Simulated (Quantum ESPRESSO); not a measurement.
# HfB2 (P6/mmm) in Quantum ESPRESSO: further runs, part 3 of 3

Quantum ESPRESSO 7.5. The steps go on from the part before.

### 4 Phonon dispersion, LDA

pw.in reads:

```
&CONTROL
  calculation = 'scf'
  prefix = 'pwscf'
  outdir = './tmp'
  pseudo_dir = './pseudo'
  tprnfor = .true.
  tstress = .true.
  disk_io = 'low'
/
&SYSTEM
  ibrav = 0
  nat = 3
  ntyp = 2
  ecutwfc = 36
  ecutrho = 216
  nbnd = 15
  occupations = 'smearing'
  smearing = 'mp'
  degauss = 0.01469973
/
&ELECTRONS
  conv_thr = 6d-10
  electron_maxstep = 120
  mixing_beta = 0.5
/
ATOMIC_SPECIES
Hf   178.4900 Hf.LDA_PW-JTH.UPF
B     10.8100 B.LDA_PW-JTH.UPF
CELL_PARAMETERS angstrom
   3.1400000000    0.0000000000    0.0000000000
  -1.5700000000    2.7193197679    0.0000000000
   0.0000000000    0.0000000000    3.4800000000
ATOMIC_POSITIONS crystal
Hf     0.0000000000    0.0000000000    0.0000000000
B      0.6666666667    0.3333333333    0.5000000000
B      0.3333333333    0.6666666667    0.5000000000
K_POINTS automatic
8 8 6 0 0 0
```

relax.in reads:

```
&CONTROL
  calculation = 'vc-relax'
  prefix = 'pwscf'
  outdir = './tmp'
  pseudo_dir = './pseudo'
  tprnfor = .true.
  tstress = .true.
  disk_io = 'low'
  nstep = 40
  forc_conv_thr = 0.0001
  etot_conv_thr = 1d-06
/
&SYSTEM
  ibrav = 0
  nat = 3
  ntyp = 2
  ecutwfc = 36
  ecutrho = 216
  nbnd = 15
  occupations = 'smearing'
  smearing = 'mp'
  degauss = 0.01469973
/
&ELECTRONS
  conv_thr = 6d-10
  electron_maxstep = 120
  mixing_beta = 0.5
/
&IONS
  ion_dynamics = 'bfgs'
/
&CELL
  cell_dynamics = 'bfgs'
  press = 0
  press_conv_thr = 0.2
/
ATOMIC_SPECIES
Hf   178.4900 Hf.LDA_PW-JTH.UPF
B     10.8100 B.LDA_PW-JTH.UPF
CELL_PARAMETERS angstrom
   3.1400000000    0.0000000000    0.0000000000
  -1.5700000000    2.7193197679    0.0000000000
   0.0000000000    0.0000000000    3.4800000000
ATOMIC_POSITIONS crystal
Hf     0.0000000000    0.0000000000    0.0000000000
B      0.6666666667    0.3333333333    0.5000000000
B      0.3333333333    0.6666666667    0.5000000000
K_POINTS automatic
8 8 6 0 0 0
```

scf2.in reads:

```
&CONTROL
  calculation = 'scf'
  prefix = 'pwscf'
  outdir = './tmp'
  pseudo_dir = './pseudo'
  tprnfor = .true.
  tstress = .true.
  disk_io = 'low'
/
&SYSTEM
  ibrav = 0
  nat = 3
  ntyp = 2
  ecutwfc = 36
  ecutrho = 216
  nbnd = 15
  occupations = 'smearing'
  smearing = 'mp'
  degauss = 0.01469973
/
&ELECTRONS
  conv_thr = 1d-13
  electron_maxstep = 120
  mixing_beta = 0.5
  startingpot = 'file'
  startingwfc = 'file'
/
ATOMIC_SPECIES
Hf   178.4900 Hf.LDA_PW-JTH.UPF
B     10.8100 B.LDA_PW-JTH.UPF
CELL_PARAMETERS angstrom
   3.1019377136    0.0000000000    0.0000000000
  -1.5509688568    2.6863568610    0.0000000000
   0.0000000000    0.0000000000    3.4244048906
ATOMIC_POSITIONS crystal
Hf     0.0000000000    0.0000000000    0.0000000000
B      0.6666666667    0.3333333333    0.5000000000
B      0.3333333333    0.6666666667    0.5000000000
K_POINTS automatic
8 8 6 0 0 0
```

ph.in reads:

```
phonon_bands of HfB2
&INPUTPH
  prefix = 'pwscf'
  outdir = './tmp'
  tr2_ph = 1d-16
  fildyn = 'dyn'
  niter_ph = 60
  alpha_mix(1) = 0.4
  ldisp = .true.
  nq1 = 2
  nq2 = 2
  nq3 = 2
/
```

q2r.in reads:

```
&INPUT
  fildyn = 'dyn'
  zasr = 'crystal'
  flfrc = 'fc'
/
```

matdyn.in reads:

```
&INPUT
  asr = 'crystal'
  flfrc = 'fc'
  flfrq = 'freq'
  q_in_cryst_coord = .true.
  flvec = ' '
/
80
 0.0000000000  0.0000000000  0.0000000000
 0.0555555556  0.0000000000  0.0000000000
 0.1111111111  0.0000000000  0.0000000000
 0.1666666667  0.0000000000  0.0000000000
 0.2222222222  0.0000000000  0.0000000000
 0.2777777778  0.0000000000  0.0000000000
 0.3333333333  0.0000000000  0.0000000000
 0.3888888889  0.0000000000  0.0000000000
 0.4444444444  0.0000000000  0.0000000000
 0.5000000000  0.0000000000  0.0000000000
 0.4666666667  0.0666666667  0.0000000000
 0.4333333333  0.1333333333  0.0000000000
 0.4000000000  0.2000000000  0.0000000000
 0.3666666667  0.2666666667  0.0000000000
 0.3333333333  0.3333333333  0.0000000000
 0.3030303030  0.3030303030  0.0000000000
 0.2727272727  0.2727272727  0.0000000000
 0.2424242424  0.2424242424  0.0000000000
 0.2121212121  0.2121212121  0.0000000000
 0.1818181818  0.1818181818  0.0000000000
 0.1515151515  0.1515151515  0.0000000000
 0.1212121212  0.1212121212  0.0000000000
 0.0909090909  0.0909090909  0.0000000000
 0.0606060606  0.0606060606  0.0000000000
 0.0303030303  0.0303030303  0.0000000000
 0.0000000000  0.0000000000  0.0000000000
 0.0000000000  0.0000000000  0.0714285714
 0.0000000000  0.0000000000  0.1428571429
 0.0000000000  0.0000000000  0.2142857143
 0.0000000000  0.0000000000  0.2857142857
 0.0000000000  0.0000000000  0.3571428571
 0.0000000000  0.0000000000  0.4285714286
 0.0000000000  0.0000000000  0.5000000000
 0.0500000000  0.0000000000  0.5000000000
 0.1000000000  0.0000000000  0.5000000000
 0.1500000000  0.0000000000  0.5000000000
 0.2000000000  0.0000000000  0.5000000000
 0.2500000000  0.0000000000  0.5000000000
 0.3000000000  0.0000000000  0.5000000000
 0.3500000000  0.0000000000  0.5000000000
 0.4000000000  0.0000000000  0.5000000000
 0.4500000000  0.0000000000  0.5000000000
 0.5000000000  0.0000000000  0.5000000000
 0.4722222222  0.0555555556  0.5000000000
 0.4444444444  0.1111111111  0.5000000000
 0.4166666667  0.1666666667  0.5000000000
 0.3888888889  0.2222222222  0.5000000000
 0.3611111111  0.2777777778  0.5000000000
 0.3333333333  0.3333333333  0.5000000000
 0.3076923077  0.3076923077  0.5000000000
 0.2820512821  0.2820512821  0.5000000000
 0.2564102564  0.2564102564  0.5000000000
 0.2307692308  0.2307692308  0.5000000000
 0.2051282051  0.2051282051  0.5000000000
 0.1794871795  0.1794871795  0.5000000000
 0.1538461538  0.1538461538  0.5000000000
 0.1282051282  0.1282051282  0.5000000000
 0.1025641026  0.1025641026  0.5000000000
 0.0769230769  0.0769230769  0.5000000000
 0.0512820513  0.0512820513  0.5000000000
 0.0256410256  0.0256410256  0.5000000000
 0.0000000000  0.0000000000  0.5000000000
 0.5000000000  0.0000000000  0.5000000000
 0.5000000000  0.0000000000  0.4375000000
 0.5000000000  0.0000000000  0.3750000000
 0.5000000000  0.0000000000  0.3125000000
 0.5000000000  0.0000000000  0.2500000000
 0.5000000000  0.0000000000  0.1875000000
 0.5000000000  0.0000000000  0.1250000000
 0.5000000000  0.0000000000  0.0625000000
 0.5000000000  0.0000000000  0.0000000000
 0.3333333333  0.3333333333  0.0000000000
 0.3333333333  0.3333333333  0.0625000000
 0.3333333333  0.3333333333  0.1250000000
 0.3333333333  0.3333333333  0.1875000000
 0.3333333333  0.3333333333  0.2500000000
 0.3333333333  0.3333333333  0.3125000000
 0.3333333333  0.3333333333  0.3750000000
 0.3333333333  0.3333333333  0.4375000000
 0.3333333333  0.3333333333  0.5000000000
```

matdyn_dos.in reads:

```
&INPUT
  asr = 'crystal'
  flfrc = 'fc'
  dos = .true.
  fldos = 'phdos'
  nk1 = 12
  nk2 = 12
  nk3 = 9
  deltaE = 4
  flvec = ' '
  flfrq = ' '
/
```

Potentials or basis: JTH 2.0 LDA.

Launch:

```bash
$ OMP_NUM_THREADS=1 pw.x -in pw.in > pw.out
$ OMP_NUM_THREADS=1 pw.x -in relax.in > relax.out
$ OMP_NUM_THREADS=1 pw.x -in scf2.in > scf2.out
$ OMP_NUM_THREADS=1 ph.x -in ph.in > ph.out
$ OMP_NUM_THREADS=1 q2r.x -in q2r.in > q2r.out
$ OMP_NUM_THREADS=1 matdyn.x -in matdyn.in > matdyn.out
$ OMP_NUM_THREADS=1 matdyn.x -in matdyn_dos.in > matdyn_dos.out
```

pw.out:

```text
This program is part of the open-source Quantum ESPRESSO suite
     for quantum simulation of materials; please cite
         "P. Giannozzi et al., J. Phys.:Condens. Matter 21 395502 (2009);
         "P. Giannozzi et al., J. Phys.:Condens. Matter 29 465901 (2017);
         "P. Giannozzi et al., J. Chem. Phys. 152 154105 (2020);
     in publications or presentations arising from this work. More details at

     file Hf.LDA_PW-JTH.UPF: wavefunction(s)  5S 5P 6P 5D 0D renormalized
     file B.LDA_PW-JTH.UPF: wavefunction(s)  2S 0S 2P 0P renormalized
     Message from routine setup:
     using ibrav=0 with symmetry is DISCOURAGED, use correct ibrav instead

     G-vector sticks info
     --------------------
     sticks:   dense  smooth     PW     G-vecs:    dense   smooth      PW
     Sum         517     349    121                10723     5833    1107

     Using Slab Decomposition

     bravais-lattice index     =            0
     lattice parameter (alat)  =       5.9337  a.u.
     unit-cell volume          =     200.5237 (a.u.)^3
     number of atoms/cell      =            3
     number of atomic types    =            2
     number of electrons       =        18.00
     number of Kohn-Sham states=           15
     kinetic-energy cutoff     =      36.0000  Ry
     charge density cutoff     =     216.0000  Ry
     scf convergence threshold =      6.0E-10
     mixing beta               =       0.5000
     number of iterations used =            8  plain     mixing
     Exchange-correlation= SLA PW NOGX NOGC
                           (   1   4   0   0   0   0   0)

     celldm(1)=   5.933740  celldm(2)=   0.000000  celldm(3)=   0.000000
     celldm(4)=   0.000000  celldm(5)=   0.000000  celldm(6)=   0.000000

     crystal axes: (cart. coord. in units of alat)
               a(1) = (   1.000000   0.000000   0.000000 )
               a(2) = (  -0.500000   0.866025   0.000000 )
               a(3) = (   0.000000   0.000000   1.108280 )

     reciprocal axes: (cart. coord. in units 2 pi/alat)
               b(1) = (  1.000000  0.577350 -0.000000 )
               b(2) = (  0.000000  1.154701  0.000000 )
               b(3) = (  0.000000 -0.000000  0.902299 )

     PseudoPot. # 1 for Hf read from file:
     Hf.LDA_PW-JTH.UPF
     Pseudo is Projector augmented-wave + core cor, Zval = 12.0
     Generated using ATOMPAW code
     Shape of augmentation charge: SINC**2
     Using radial grid of 1119 points,  6 beta functions with:
                l(1) =   0
                l(2) =   0
                l(3) =   1
                l(4) =   1
                l(5) =   2
                l(6) =   2
     Q(r) pseudized with 0 coefficients

     PseudoPot. # 2 for B  read from file:
     B.LDA_PW-JTH.UPF
     Pseudo is Projector augmented-wave + core cor, Zval =  3.0
     Generated using ATOMPAW code
     Shape of augmentation charge: SINC**2
     Using radial grid of  906 points,  4 beta functions with:
                l(1) =   0
                l(2) =   0
                l(3) =   1
                l(4) =   1
     Q(r) pseudized with 0 coefficients

     atomic species   valence    mass     pseudopotential
     Hf               12.00   178.49000     Hf( 1.00)
     B                 3.00    10.81000     B ( 1.00)

     24 Sym. Ops., with inversion, found

   Cartesian axes

     site n.     atom                  positions (alat units)
         1        Hf     tau(   1) = (   0.0000000   0.0000000   0.0000000  )
         2        B      tau(   2) = (   0.5000000   0.2886751   0.5541401  )
         3        B      tau(   3) = (  -0.0000000   0.5773503   0.5541401  )

     number of k points=    40  Methfessel-Paxton smearing, width (Ry)=  0.0147
                       cart. coord. in units 2pi/alat
        k(    1) = (   0.0000000   0.0000000   0.0000000), wk =   0.0052083
        k(    2) = (   0.0000000   0.0000000   0.1503831), wk =   0.0104167
        k(    3) = (   0.0000000   0.0000000   0.3007663), wk =   0.0104167
        k(    4) = (   0.0000000   0.0000000  -0.4511494), wk =   0.0052083
        k(    5) = (   0.0000000   0.1443376   0.0000000), wk =   0.0312500
        k(    6) = (   0.0000000   0.1443376   0.1503831), wk =   0.0625000
[... 32 lines left out ...]
        k(   39) = (   0.2500000   0.5773503   0.3007663), wk =   0.0625000
        k(   40) = (   0.2500000   0.5773503  -0.4511494), wk =   0.0312500

     Dense  grid:    10723 G-vectors     FFT dimensions: (  27,  27,  32)

     Smooth grid:     5833 G-vectors     FFT dimensions: (  24,  24,  25)

     Check: negative core charge=   -0.000004

     Initial potential from superposition of free atoms

     starting charge      17.9980, renormalised to      18.0000
     Starting wfcs are   34 randomized atomic wfcs

     Self-consistent Calculation

     iteration #  1     ecut=    36.00 Ry     beta= 0.50
     Davidson diagonalization with overlap
     ethr =  1.00E-02,  avg # of iterations =  2.0

     total energy              =    -700.31416053 Ry
     estimated scf accuracy    <       0.30202628 Ry

     iteration #  2     ecut=    36.00 Ry     beta= 0.50
     Davidson diagonalization with overlap
     ethr =  1.68E-03,  avg # of iterations =  2.0
[... 43 lines left out ...]
     total energy              =    -700.40769738 Ry
     estimated scf accuracy    <          9.9E-10 Ry

     iteration #  9     ecut=    36.00 Ry     beta= 0.50
     Davidson diagonalization with overlap
     ethr =  5.49E-12,  avg # of iterations =  2.0

     End of self-consistent calculation

          k = 0.0000 0.0000 0.0000 (   733 PWs)   bands (ev):

   -45.1410 -14.0296 -13.5189 -13.5189   2.9846  13.5559  13.6778  13.6778
    13.8563  20.5210  20.5211  21.1629  21.1633  21.5983  21.5986

          k = 0.0000 0.0000 0.1504 (   751 PWs)   bands (ev):

   -45.1392 -14.1003 -13.5138 -13.5138   3.4170  11.5714  13.9525  13.9525
    15.7054  18.7356  18.7356  20.3034  20.3034  21.7367  24.2291
[... 63 lines left out ...]
   -45.0938 -14.1492 -14.0969 -13.6508   6.0788   9.2509  12.1888  12.2687
    13.9221  18.5808  20.8276  22.4878  22.7818  22.8617  25.8317

          k = 0.0000 0.4330-0.4511 (   740 PWs)   bands (ev):

   -45.0921 -14.1568 -14.1381 -13.6439   6.1216   9.8873  11.3864  11.9027
    14.0079  20.2483  20.4520  21.3686  23.0375  24.3944  25.1197

          k = 0.0000-0.5774 0.0000 (   732 PWs)   bands (ev):

   -45.0918 -14.2852 -13.8959 -13.6972   6.8859   7.6998  12.4547  13.1716
    13.7036  18.7196  19.2467  22.1258  22.2271  22.9653  23.9076

          k = 0.0000-0.5774 0.1504 (   732 PWs)   bands (ev):

   -45.0900 -14.2743 -13.9558 -13.6900   7.2954   7.3093  12.6825  12.9172
    13.6068  18.0321  20.2258  22.3470  23.1420  23.1719  24.3097

          k = 0.0000-0.5774 0.3008 (   734 PWs)   bands (ev):

   -45.0866 -14.2523 -14.0732 -13.6756   6.6472   8.3722  11.9294  12.7438
    13.6641  18.4674  22.3283  22.6105  23.1096  23.5623  24.9305

          k = 0.0000-0.5774-0.4511 (   728 PWs)   bands (ev):

   -45.0849 -14.2413 -14.1308 -13.6683   6.3730   9.1867  11.6191  11.8769
    13.9787  20.6391  20.7063  22.7578  23.7357  23.8469  24.7182

          k = 0.1250 0.2165 0.0000 (   743 PWs)   bands (ev):

   -45.1215 -13.9770 -13.8223 -13.6040   3.9447  11.7331  13.1126  13.1942
    14.5560  18.7085  19.2394  20.0745  21.8382  23.1669  23.2303

          k = 0.1250 0.2165 0.1504 (   739 PWs)   bands (ev):
[... 86 lines left out ...]
   -45.0815 -14.1180 -14.0561 -13.9160   7.2774   8.2123  10.6031  13.4006
    13.5416  20.5236  21.6296  21.9257  22.7438  24.0357  24.6972

          k = 0.2500 0.5774-0.4511 (   722 PWs)   bands (ev):

   -45.0798 -14.1126 -14.1077 -13.9070   7.0414   8.1538  11.1839  13.1144
    13.6008  20.9500  22.2576  22.9621  23.3759  23.7290  24.4922

     the Fermi energy is    16.7249 ev

!    total energy              =    -700.40769738 Ry
     total all-electron energy =      -700.407697 Ry
     estimated scf accuracy    <          8.1E-12 Ry
     smearing contrib. (-TS)   =       0.00005658 Ry
     internal energy E=F+TS    =    -700.40775396 Ry

     The total energy is F=E-TS. E is the sum of the following terms:
     one-electron contribution =      -2.78664287 Ry
     hartree contribution      =      11.42733927 Ry
     xc contribution           =     -31.31979930 Ry
     ewald contribution        =     -97.69983943 Ry
     one-center paw contrib.   =    -580.02881162 Ry

     convergence has been achieved in   9 iterations

     Forces acting on atoms (cartesian axes, Ry/au):

     atom    1 type  1   force =    -0.00000000   -0.00000000    0.00000000
     atom    2 type  2   force =     0.00000000    0.00000000    0.00000000
     atom    3 type  2   force =    -0.00000000   -0.00000000    0.00000000

     Total force =     0.000000     Total SCF correction =     0.000000

     Computing stress (Cartesian axis) and pressure

          total   stress  (Ry/bohr**3)                   (kbar)     P=     -103.61
  -0.00069801  -0.00000000   0.00000000         -102.68       -0.00        0.00
  -0.00000000  -0.00069801   0.00000000           -0.00     -102.68        0.00
   0.00000000   0.00000000  -0.00071693            0.00        0.00     -105.46

=------------------------------------------------------------------------------=
   JOB DONE.
=------------------------------------------------------------------------------=
```

Run time: 15 min. Hardware: 1 thread of Intel Xeon Platinum 8259CL at 2.50GHz (Skylake/Cascade Lake), shared host; peak memory 0.09 GiB.

What came out:

- Free energy: -9529.5696 eV
- Relaxed volume: 9.51 Å³/atom
- Relaxed cell: a = 3.102 Å, b = 3.102 Å, c = 3.424 Å, α = 90.00°, β = 90.00°, γ = 120.00°
- Space group after relaxing (to 0.05 Å): P6/mmm (No. 191)
- Pressure after relaxing: 0.0 GPa
- Band gap on the k mesh: none (metal or under the smearing width)
- Highest phonon frequency: 841 cm⁻¹

Step by step:
```
step  energy change (eV)  largest force (eV/Å)  pressure (GPa)  volume (Å³)
   1              0.0000                0.0000          -10.36        29.71
   2             -0.0350                0.0000            3.73        28.17
   3             -0.0394                0.0000           -0.21        28.56
   4             -0.0394                0.0000           -0.02        28.54
   5             -0.0394                0.0000            0.01        28.54
```

Final structure:
```
CELL_PARAMETERS angstrom
3.10194 0.00000 0.00000
-1.55097 2.68636 0.00000
0.00000 0.00000 3.42440
ATOMIC_POSITIONS crystal
Hf 0.00000 0.00000 0.00000
B 0.66667 0.33333 0.50000
B 0.33333 0.66667 0.50000
```

Phonon frequencies in cm⁻¹ (negative: imaginary):
| q point | frequencies |
| --- | --- |
| (0.000, 0.000, 0.000) | 0 0 0 456 456 490 572 795 795 |
| (0.389, 0.000, 0.000) | 159 170 213 523 546 567 695 756 799 |
| (0.333, 0.333, 0.000) | 189 199 199 564 564 647 717 717 780 |
| (0.121, 0.121, 0.000) | 116 118 160 483 512 546 571 783 804 |
| (0.000, 0.000, 0.214) | 96 96 123 448 448 507 604 813 813 |
| (0.150, 0.000, 0.500) | 166 168 186 452 485 541 647 834 838 |
| (0.500, 0.000, 0.500) | 176 189 198 533 575 621 720 762 794 |
| (0.308, 0.308, 0.500) | 175 197 198 592 604 627 705 728 787 |
| (0.128, 0.128, 0.500) | 173 176 183 476 531 548 642 826 832 |
| (0.500, 0.000, 0.438) | 176 188 199 533 574 618 721 763 792 |
| (0.500, 0.000, 0.000) | 164 180 221 535 559 561 749 755 769 |
| (0.333, 0.333, 0.375) | 177 198 198 593 593 638 714 714 785 |

Phonon frequencies at the corners of the path (cm⁻¹, interpolated; i marks imaginary ones):
```csv
point,frequencies
Γ,0 0 0 456 456 490 572 795 795
M,164 180 221 535 559 561 749 755 769
K,189 199 199 564 564 647 717 717 780
A,159 159 192 433 433 535 651 841 841
L,176 189 198 533 575 621 720 762 794
H,175 198 198 598 598 636 714 714 786
```

Caveat: the k mesh is coarse; the mesh is thin for the phonons of a metal; the cutoff is low for these files, which shifts pressure and relaxed volume. Spin-orbit coupling is left out, which matters for the levels of Hf.

### 5 Overview

```csv
task,level,U,cell,smearing,mixing beta,k mesh for the Wannier functions,projections,start of the occupations,hubbard projectors,gap on the mesh (eV),pressure (GPa)
Wannier functions,LDA,-,as given,fermi-dirac 0.05 eV,0.5,6 × 6 × 5,"Hf spd, B sp",-,-,none,-10.4
Hubbard U by linear response,LDA+U,Hf d U = 4.5 eV,as given,cold 0.136 eV,0.3,-,-,default,ortho-atomic,none,-9.7
phonon dispersion,LDA,-,relaxed,methfessel-paxton 0.2 eV,0.5,-,-,-,-,none,0.0
```

Alike in all rows: potentials or basis JTH 2.0 LDA; no spin polarisation; k mesh 8 × 8 × 6; cutoff (eV) 490.

Caveats: the cutoff is low for these files, which shifts pressure and relaxed volume; spin-orbit coupling is left out, which moves the levels of the heavy elements (some runs); the Wannier minimisation didn't converge (some runs); U without spin polarisation on a metal has little footing (some runs); the U is typed as a test and isn't derived for this compound (some runs); the mesh is thin for the phonons of a metal (some runs).

Absolute energies hang on the potentials; compare differences alone.
